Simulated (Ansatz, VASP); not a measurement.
# Cross-check of NaF (Villiaumite) between VASP and Ansatz

Aim: how closely do two programs agree when they are given the same cell, functional and k mesh?

Program: Ansatz 0.2.0. Level of theory: plane waves, with VASP 6.6.1 beside it; single point at HSE06. Results are calculated unless marked as measured.

## (1) The starting structure

The structure is cubic, space group Fm-3m (No. 225). The conventional cell has a = 4.545 Å, b = 4.545 Å, c = 4.545 Å, α = 90.00°, β = 90.00°, γ = 90.00°. Nearest to Na lie 6 F at 2.27 Å. Nearest to F lie 6 Na at 2.27 Å. Farther neighbours and most contacts between anions are not listed.

## (2) VASP: single point, HSE06

A single point gives forces, pressure and levels at one fixed geometry, so differences don't come from the geometry; what else differs is listed under the comparison.

Lines of VASP's logs that name or quote its potential files are left out, and so is its time.

The run reads the wave functions of an earlier VASP run, which isn't shown here.

The input, INCAR:

```
SYSTEM = NaF
PREC = Accurate
ENCUT = 540
EDIFF = 1E-06
NELM = 100
ISMEAR = 0
SIGMA = 0.05
LREAL = .FALSE.
ALGO = Normal
LHFCALC = .TRUE.
AEXX = 0.25
GGA = PE
HFSCREEN = 0.2
LASPH = .TRUE.
NBANDS = 14
PRECFOCK = Fast
LWAVE = .FALSE.
LCHARG = .FALSE.
KPAR = 8
```

The input, POSCAR:

```
NaF
1.0
    0.0000000000      2.2726397722      2.2726397722
    2.2726397722      0.0000000000      2.2726397722
    2.2726397722      2.2726397722      0.0000000000
Na F
1 1
Direct
    0.0000000000      0.0000000000      0.0000000000
    0.5000000000      0.5000000000      0.5000000000
```

The input, KPOINTS:

```
Automatic mesh
0
Gamma
4 4 4
0 0 0
```

Potentials, in the order of the species: Na_sv_GW and F_GW (PBE family, release 64).

On the command line:

```console
$ mpirun -np 8 vasp_std
```

Numbers of over 12 decimals in the logs are rounded to 6 here.

What it wrote:

```text
[banner, memory and clock lines left out]
running    8 mpi-ranks, on    1 nodes
 distrk:  each k-point on    1 cores,    8 groups
 distr:  one band on    1 cores,    1 groups

 POSCAR found type information on POSCAR NaF
 POSCAR found :  2 types and       2 ions
|                                                                             |
|           W    W    AA    RRRRR   N    N  II  N    N   GGGG   !!!           |
|           W    W   A  A   R    R  NN   N  II  NN   N  G    G  !!!           |
|           W    W  A    A  R    R  N N  N  II  N N  N  G       !!!           |
|           W WW W  AAAAAA  RRRRR   N  N N  II  N  N N  G  GGG   !            |
|           WW  WW  A    A  R   R   N   NN  II  N   NN  G    G                |
|           W    W  A    A  R    R  N    N  II  N    N   GGGG   !!!           |
|                                                                             |
|     For optimal performance we recommend to set                             |
|       NCORE = 2 up to number-of-cores-per-socket                            |
|     NCORE specifies how many cores store one orbital (NPAR=cpu/NCORE).      |
|     This setting can greatly improve the performance of VASP for DFT.       |
|     The default, NCORE=1 might be grossly inefficient on modern             |
|     multi-core architectures or massively parallel machines. Do your        |
|     Unfortunately you need to use the default for GW and RPA                |
|     calculations (for HF NCORE is supported but not extensively tested      |
|     yet).                                                                   |
|                                                                             |

 LDA part: xc-table for (Slater+PW92), standard interpolation
 found WAVECAR, reading the header
 POSCAR, INCAR and KPOINTS ok, starting setup
 FFT: planning ... GRIDC
 FFT: planning ... GRID_SOFT
 FFT: planning ... GRID
 reading WAVECAR
 the WAVECAR file was read successfully
 initial charge from wavefunction
 entering main loop
       N       E                     dE             d eps       ncg     rms          rms(c)
DAV:   1    -0.123662429779E+02   -0.12366E+02   -0.14848E-01   232   0.607E+00    0.419E-01
DAV:   2    -0.123648948783E+02    0.13481E-02   -0.67223E-03   248   0.124E+00    0.239E-01
DAV:   3    -0.123641879946E+02    0.70688E-03   -0.15617E-03   272   0.562E-01    0.161E-01
DAV:   4    -0.123640707505E+02    0.11724E-03   -0.92132E-05   266   0.201E-01    0.976E-02
DAV:   5    -0.123640128072E+02    0.57943E-04   -0.35864E-05   224   0.923E-02    0.517E-02
DAV:   6    -0.123639972232E+02    0.15584E-04   -0.78099E-06   242   0.409E-02    0.289E-02
DAV:   7    -0.123639920285E+02    0.51947E-05   -0.19353E-06   222   0.293E-02    0.172E-02
DAV:   8    -0.123639907234E+02    0.13052E-05   -0.89391E-07   168   0.180E-02    0.105E-02
DAV:   9    -0.123639904864E+02    0.23694E-06   -0.55305E-07   160   0.125E-02
   1 F= -.12363990E+02 E0= -.12363990E+02  d E =-.146123E-37
```

From OUTCAR (step 2):

```text
ion  position               nearest neighbor table
   1  0.000  0.000  0.000-   2 2.27   2 2.27   2 2.27   2 2.27   2 2.27   2 2.27
   2  0.500  0.500  0.500-   1 2.27   1 2.27   1 2.27   1 2.27   1 2.27   1 2.27

  LATTYP: Found a face centered cubic cell.
 ALAT       =     4.5452795444

 Subroutine GETGRP returns: Found 48 space group operations
 (whereof 48 operations were pure point group operations)

The static configuration has the point symmetry O_h .

 Found      8 irreducible k-points:

   k-points           NKPTS =      8   k-points in BZ     NKDIM =     64   number of bands    NBANDS=     14

   dimension x,y,z NGX =    24 NGY =   24 NGZ =   24
   dimension x,y,z NGXF=    48 NGYF=   48 NGZF=   48

   ENCUT  =  540.0 eV  39.69 Ry    6.30 a.u.   6.09  6.09  6.09*2*pi/ulx,y,z

   NELECT =      16.0000    total number of electrons

 k-points in reciprocal lattice and weights: Automatic mesh
   0.00000000  0.00000000  0.00000000       0.016
   0.25000000  0.00000000  0.00000000       0.125
   0.50000000  0.00000000  0.00000000       0.062
   0.25000000  0.25000000  0.00000000       0.094
   0.50000000  0.25000000  0.00000000       0.375
  -0.25000000  0.25000000  0.00000000       0.188
   0.50000000  0.50000000  0.00000000       0.047
  -0.25000000  0.50000000  0.25000000       0.094

  exchange ACFDT corr.  =         0.00000000  see jH, gK, PRB 81, 115126

 average (electrostatic) potential at core
       1 -48.2037       2-105.1142

 E-fermi :  -2.8118

 k-point     1 :       0.0000    0.0000    0.0000
  band No.  band energies     occupation
    ...
      4     -23.4323      2.00000
      5     -23.4323      2.00000
      6      -3.2605      2.00000
      7      -3.2605      2.00000
      8      -3.2602      2.00000
      9       5.6367      0.00000
     10      18.5131      0.00000
     11      18.5131      0.00000
     12      18.5131      0.00000
     13      21.3470      0.00000
    ...

 k-point     2 :       0.2500    0.0000    0.0000
  band No.  band energies     occupation
    ...
      4     -23.4385      2.00000
      5     -22.9975      2.00000
      6      -4.2243      2.00000
      7      -3.4141      2.00000
      8      -3.4139      2.00000
      9       7.5871      0.00000
     10      14.6224      0.00000
     11      19.4445      0.00000
     12      19.4445      0.00000
     13      22.7724      0.00000
    ...

 k-point     3 :       0.5000    0.0000    0.0000
  band No.  band energies     occupation
    ...
      4     -23.4444      2.00000
      5     -22.7063      2.00000
      6      -5.0087      2.00000
      7      -3.5626      2.00000
      8      -3.5624      2.00000
      9      10.1646      0.00000
     10      12.1922      0.00000
     11      20.0207      0.00000
     12      20.0207      0.00000
     13      22.9896      0.00000
    ...

  energy-cutoff  :      540.00
  volume of cell :       23.48
      direct lattice vectors                 reciprocal lattice vectors
     0.000000000  2.272639772  2.272639772    -0.220008470  0.220008470  0.220008470
     2.272639772  0.000000000  2.272639772     0.220008470 -0.220008470  0.220008470
     2.272639772  2.272639772  0.000000000     0.220008470  0.220008470 -0.220008470

 POSITION                                       TOTAL-FORCE (eV/Angst)
 -----------------------------------------------------------------------------------
      0.00000      0.00000      0.00000         0.000000      0.000000      0.000000
      2.27264      2.27264      2.27264        -0.000000     -0.000000     -0.000000
 -----------------------------------------------------------------------------------
    total drift:                                0.000000      0.000001      0.000001

  FREE ENERGIE OF THE ION-ELECTRON SYSTEM (eV)
  ---------------------------------------------------
  free  energy   TOTEN  =       -12.3639904864 eV

  energy  without entropy=      -12.3639904864  energy(sigma->0) =      -12.36399049

[... 3 further parts left out ...]
```

The k-mesh is coarse for exact exchange; levels may shift by about 0.1 eV on a finer one.

## (3) Ansatz: single point, HSE06

Ansatz runs on its default PAW (the set named soft_2) files.

The same cell, functional, mesh and smearing now go to Ansatz, which takes its cutoff from its data sets.

The input, input.yaml:

```yaml
crystal:
  lattice:
    - [0.0, 2.2726397722, 2.2726397722]
    - [2.2726397722, 0.0, 2.2726397722]
    - [2.2726397722, 2.2726397722, 0.0]
  atoms:
    - { symbol: Na, position: [0.0, 0.0, 0.0] }
    - { symbol: F, position: [0.5, 0.5, 0.5] }
hamiltonian:
  xc: { exchange: pbe, correlation: pbe, exx: { coeff: 0.25, omega: 0.2 } }
  pseudopotentials: { kind: paw }
kpoints:
  mp_grid: { grid: [4, 4, 4] }
scf:
  occupations: { method: gaussian, width: 0.05 }
  n_extra_bands: 4
output:
  forces: true
  stress: true
  eigenvalues: true
  write_density: true
  write_potential: true
  elf: true
  volumetric_format: npy
```

On the command line:

```console
$ ansatz run input.yaml --threads 4 --pin off --max-ram 9216MiB --backend cpu --events-out ev --progress --plain --runs-dir out
```

What it wrote:

```text
Warning: output.stress: scf.convergence.dr2_threshold = 1e-7 eV (the SCF's general default) is looser than the 2e-10 eV advised for a printed stress (1e-10 eV for each atom of the cell: 2). What an SCF threshold leaves in a stress goes as its square root, and in the free energy as the threshold itself, and one threshold admits the most on a small cell: [figures from the program's tests cut] Set scf.convergence.dr2_threshold to 2e-10 eV or tighter. The threshold is an SCF's pass mark: one that does not reach it within its budget of iterations ends unconverged, or closes short of it on a stop that the run arms, and scf.convergence.dr2_threshold's page says what that costs each kind of run
Warning: output.stress: scf.exx.energy_threshold = 1e-6 eV is looser than the 2e-8 eV advised for a stress under a hybrid functional (1e-8 eV for each atom of the cell: 2). Every SCF of the exchange loop can meet its threshold on dr2 while the loop round them stops early: no threshold on dr2 bounds what that leaves in the stress. Set scf.exx.energy_threshold to 2e-8 eV or tighter. The threshold is the loop's pass mark: a loop that does not reach it within its budget of cycles ends unconverged, and scf.exx.energy_threshold's page has the law
scf.n_extra_bands = 4 over 8 filled bands (N_el = 16.0): the run solves 12 bands
Engine: ansatz 0.2.0, aarch64-unknown-linux-gnu
Pseudopotentials: kind: paw
Pseudopotential: Na, paw, valence charge 9, recommended cutoff 420 eV (normal), Na.paw.azcp
Pseudopotential: F, paw, valence charge 7, recommended cutoff 420 eV (normal), F.paw.azcp
Functional definition: unnamed
  parameter a_1 = 0.25
  parameter omega_1 = 0.2/angstrom
  exchange = pbe_x + (-a_1)*pbe_x_sr(omega_1) + a_1*exact_x_sr(omega_1)
  correlation = pbe_c
Crystal: 2 atoms, lattice volume = 23.476 Å³
Basis set: ecut = 420 eV, 459 PW (Γ), exchange–correlation on 48×48×48 points (8 copies of the dense FFT grid, shifted against one another)
Bands: 12, of which v1, the nominal top of the filled ones, is band 8 counted from 1 (7 counted from 0)
Symmetry: 48 space group operations
Space group: Fm-3m (ITA 225), of the structure as read, at distance tolerance 2.9e-5 Å
k-points: 8 of 64
Non-local potential: Na, projectors of the file, l = 0: 3, l = 1: 2, l = 2: 1
Non-local potential: F, projectors of the file, l = 0: 2, l = 1: 2, l = 2: 1
PAW form: soft (Blöchl's): semilocal exchange-correlation on the pseudo side does not see the compensation charge
PAW frozen core: Na, regenerated for the run's functional, and the local potential with it (the file was generated under x = pbe(κ = 0.804, μ = 0.219515), c = pbe(β = 0.066725))
PAW frozen core: F, regenerated for the run's functional, and the local potential with it (the file was generated under x = pbe(κ = 0.804, μ = 0.219515), c = pbe(β = 0.066725))
PAW one-centre angular grid: Na, 110 points (default); XC on 96 Gauss nodes
PAW one-centre angular grid: F, 110 points (default); XC on 64 Gauss nodes
Initial density: superposition of atomic densities (neutral atoms: chi_scale 0, normalization atom), corrected by the library's trained network
Initial wavefunctions: pseudopotential atomic-orbital guess
Functional: x = pbe(κ = 0.804, μ = 0.219515), c = pbe(β = 0.066725), warm-up for x = pbe(κ = 0.804, μ = 0.219515) + 0.25 (exact − pbe) at short range (hse, ω = 0.2 Å⁻¹), c = pbe(β = 0.066725)
SCF iter   1: F=—  HF=-2297.390298 eV  |F-HF|=—  |Δ(HF+E_count)|=         —  Δρ=5.95e-4  dr2=2.78e-5  ethr=1.77e-3  ⟨swp⟩=2.0  Hψ=618  notcnv=0
preconditioner: auto → none  [insulator: Δε(μ)=6.630 eV  Ē_g=26.973 eV  σ=0.050 eV  W_gap=1.00  n_scr=8 (ndim 8)  ℏωp=28.7 eV  f_vac=0.106  D(μ)=0.00/eV (n_scr^D=0)]
SCF iter   2: F=-2297.390425 eV  HF=-2297.390395 eV  |F-HF|=3.04e-5  |Δ(HF+E_count)|=   9.70e-5  Δρ=2.59e-4  dr2=6.90e-6  ethr=1.74e-7  ⟨swp⟩=3.4  Hψ=228  notcnv=0
SCF 1 stopped early in 2 iterations: F = -2297.390425 eV  dr2 = 6.90e-6
  greatest PAW one-centre occupation: 0.999 electrons in one spin orbital (limit 2), on the Na atom at site 0 (counted from 0), in its partial waves of l = 0
Initial density: handed on by an earlier stage of this run
Initial wavefunctions: those handed on with the density
Functional: x = pbe(κ = 0.804, μ = 0.219515) + 0.25 (exact − pbe) at short range (hse, ω = 0.2 Å⁻¹), c = pbe(β = 0.066725)
Exchange kernel: α = 0.2500, screened, ω = 0.2000 Å⁻¹, Wigner–Seitz truncation, v(0) = 1038.1866 eV·Å³, q-mesh 4×4×4, nearest image of the exchange supercell L = 12.86 Å, pair-density grid 15×15×15, without the augmentation charges, whose exchange is taken in its separable form by FFT convolution over the k-point mesh (sized by the pseudopotential files, 18×18×18 at the most), smooth part of the exact exchange by density-matrix convolution
Frozen-core exchange: fock
SCF iter   1: F=—  HF=-2297.427178 eV  |F-HF|=—  |Δ(HF+E_count)|=         —  Δρ=9.16e-3  dr2=1.72e-2  ethr=4.31e-7  ⟨swp⟩=5.4  Hψ=428  notcnv=0
preconditioner: auto → none  [insulator: Δε(μ)=8.950 eV  Ē_g=30.306 eV  σ=0.050 eV  W_gap=1.00  n_scr=8 (ndim 8)  ℏωp=28.7 eV  f_vac=0.106  D(μ)=0.00/eV (n_scr^D=0)]
SCF iter   2: F=—  HF=-2297.421304 eV  |F-HF|=—  |Δ(HF+E_count)|=   5.87e-3  Δρ=5.03e-3  dr2=1.90e-3  ethr=4.31e-7  ⟨swp⟩=4.1  Hψ=317  notcnv=0
SCF iter   3: F=—  HF=-2297.423731 eV  |F-HF|=—  |Δ(HF+E_count)|=   2.43e-3  Δρ=1.90e-3  dr2=6.73e-4  ethr=4.31e-7  ⟨swp⟩=4.0  Hψ=246  notcnv=0
SCF iter   4: F=—  HF=-2297.423520 eV  |F-HF|=—  |Δ(HF+E_count)|=   2.11e-4  Δρ=5.57e-4  dr2=5.36e-5  ethr=4.31e-7  ⟨swp⟩=3.0  Hψ=229  notcnv=0
SCF iter   5: F=—  HF=-2297.423568 eV  |F-HF|=—  |Δ(HF+E_count)|=   4.78e-5  Δρ=2.92e-4  dr2=1.54e-5  ethr=2.66e-7  ⟨swp⟩=3.0  Hψ=175  notcnv=0
iter 6 solved again at ethr=1.73e-9 eV; its pass at ethr=8.33e-8 eV (dr2=2.78e-7 eV) is discarded
SCF iter   6: F=-2297.423564 eV  HF=-2297.423564 eV  |F-HF|=7.20e-7  |Δ(HF+E_count)|=   4.26e-6  Δρ=4.75e-5  dr2=2.81e-7  ethr=1.73e-9  ⟨swp⟩=2.5  Hψ=385  notcnv=0  defer=1
SCF 2 stopped early in 6 iterations: F = -2297.423564 eV  dr2 = 2.81e-7
hybrid outer 1: dexx = +3.281e-3 eV, tail = 8.83e-6 eV
Exchange kernel: α = 0.2500, screened, ω = 0.2000 Å⁻¹, Wigner–Seitz truncation, v(0) = 1038.1866 eV·Å³, q-mesh 4×4×4, nearest image of the exchange supercell L = 12.86 Å, pair-density grid 15×15×15, without the augmentation charges, whose exchange is taken in its separable form by FFT convolution over the k-point mesh (sized by the pseudopotential files, 18×18×18 at the most), smooth part of the exact exchange by density-matrix convolution
Frozen-core exchange: fock
SCF iter   1: F=—  HF=-2297.423627 eV  |F-HF|=—  |Δ(HF+E_count)|=         —  Δρ=7.07e-5  dr2=7.11e-7  ethr=2.76e-7  ⟨swp⟩=3.0  Hψ=207  notcnv=0
preconditioner: auto → none  [insulator: Δε(μ)=8.866 eV  Ē_g=30.211 eV  σ=0.050 eV  W_gap=1.00  n_scr=8 (ndim 8)  ℏωp=28.7 eV  f_vac=0.108  D(μ)=0.00/eV (n_scr^D=0)]
SCF iter   2: F=—  HF=-2297.423626 eV  |F-HF|=—  |Δ(HF+E_count)|=   2.96e-7  Δρ=1.66e-5  dr2=2.69e-8  ethr=4.32e-9  ⟨swp⟩=3.0  Hψ=207  notcnv=0
SCF iter   3: F=—  HF=-2297.423627 eV  |F-HF|=—  |Δ(HF+E_count)|=   1.30e-7  Δρ=9.23e-6  dr2=1.16e-8  ethr=8.41e-11  ⟨swp⟩=3.8  Hψ=266  notcnv=0
SCF iter   4: F=-2297.423627 eV  HF=-2297.423627 eV  |F-HF|=9.91e-11  |Δ(HF+E_count)|=   6.37e-9  Δρ=7.84e-7  dr2=1.17e-10  ethr=7.10e-11  ⟨swp⟩=3.0  Hψ=213  notcnv=0
SCF 3 converged in 4 iterations: F = -2297.423627 eV  dr2 = 1.17e-10
  Residual-converged pass: ⟨swp⟩=2.5  Hψ=153  notcnv=0  max |occ|·‖R‖ = 2.2e-6 eV (tolerance 2.4e-6 eV)  dr2=1.19e-10  dr2_onsite=5.09e-11  max |Δocc| = 0.0e0
hybrid outer 2: dexx = +1.378e-7 eV, tail = 4.37e-9 eV, Δε = 1.63e-3 eV (about 4.47e-5 eV left of the loop's levels)
hybrid SCF converged: 2 outer / 10 inner (+2 warm-up), last move |dexx| = 1.38e-7 eV, tail = 4.37e-9 eV
Stability not checked: this state was not tested for a lower state beside it, because the functional holds exact exchange (a hybrid, or Hartree-Fock), whose exchange loop this test does not read (fock_operator; see scf.lower_state_search)
Free energy (F): -2297.423627 eV
Frozen-core exchange: fock
Harris-Foulkes:  -2297.423627 eV  (|F-HF|=9.91e-11)
Internal energy: -2297.423627 eV  (E = F + TS)
E sigma→0 (E₀):  -2297.423627 eV
Fermi energy:    4.182158 eV
--- Per-component energies (eV) ---
  E_band       = -270.383077
  E_kinetic    = 332.224625
  E_local      = -1660.308854  (includes V_loc(G=0)·N_el)
  E_nonlocal   = 187.688320
  E_hartree    = 589.182706
  E_xc         = -96.433626
  E_vxc        = -122.683912  (∫ρ·V_xc dr)
  E_exx        = -70.218225  (= α·E_x^exact, valence–valence)
  E_paw        = -417.872351  (= ΣΔE_a)
  E_vpaw       = -45.234921  (= ΣTr[D̂ρ^β])
  E_aug_tail   = 0.002074  (compensation charges beyond the density's cutoff)
  E_ewald      = -1161.624171
  E_core_change = -0.064125  (= ΣΔE_core)
  E_smearing   = -0.000000  (= −TS)
  E_closure    = -0.000000  (closes the sum)
  Σ components = -2297.423627   (vs F -2297.423627, Δ=4.55e-13)
--- Forces (eV/Å), atoms counted from 1 ---
  atom   1  Na    -0.00000000     0.00000000     0.00000000
  atom   2  F      0.00000000    -0.00000000     0.00000000
  max |Σ_I F_I| component: 3.05e-29 eV/Å
--- Stress (GPa, compression-positive) ---
        3.449424      -0.000000       0.000000
       -0.000000       3.449424       0.000000
       -0.000000      -0.000000       3.449424
  P = ⅓ Tr σ = 3.4494 GPa (34.494 kbar)
--- Band table (eV; the first three rows and the last of 8) ---
  k-point 0: bands = [... 4 lower, -20.3641, -0.2504, -0.2504, -0.2504, 8.6144, 21.5350, 21.5350, 21.5350]
  k-point 1: bands = [... 4 lower, -19.9492, -1.2167, -0.4032, -0.4032, 10.5749, 17.6294, 22.4568, 22.4568]
  k-point 2: bands = [... 4 lower, -19.6639, -2.0015, -0.5519, -0.5519, 13.1838, 15.1698, 23.0143, 23.0143]
  k-point 7: bands = [... 4 lower, -20.0075, -1.2233, -1.2233, -0.8976, 15.7109, 15.7109, 18.1789, 19.8751]
```

Elapsed: 1.5 s, on 4 threads of Arm Neoverse V2, shared host; peak memory 0.41 GiB; 4.3 s of CPU time.

In the SCF lines HF is the Harris–Foulkes energy and dr2 the Hartree energy of the density residual, in eV; the loop may stop once dr2 is under the threshold and the program's other checks hold. Hψ counts applications of the Hamiltonian.

The run ends at a pressure of 3.45 GPa.

## (4) Side by side

Known differences besides the potentials themselves: exact exchange at q = 0 is treated differently, which shows on coarse meshes; VASP keeps PBE cores, Ansatz makes them for the functional; the cutoff is 420 eV in Ansatz and 540 eV in VASP; VASP takes a coarser grid for exact exchange (PRECFOCK = Fast). Total energies have different zeros and are not compared.

Compared:

```tsv
quantity	Ansatz	VASP	difference
gap on the k mesh (eV)	8.865	8.897	-0.032
```

A gap on the mesh is an upper bound, since the band edges may lie between its points.

## (5) What came out

```yaml
difference_in_gap_on_the_k_mesh_single_point_hse06: -0.032 eV
```

In words: The difference in gap on the k mesh is -0.032 eV (single point, HSE06), within the 0.08 eV picked in this series as the mark of a large difference. How closely two codes agree says nothing of how well the functional describes the real material.

[Lines on the potential files, build, host, timing and source positions are cut from VASP's logs without a mark.]

[Logs are printed without paths, hosts, clocks, repeated set-up lines and the standing remarks that a program may print on its own settings, such as how far it seeks lower states.]

[Hosts, paths, dates, database ids (printed as entryN), source tags and the programs' standing remarks are cut or masked in the printed files.]
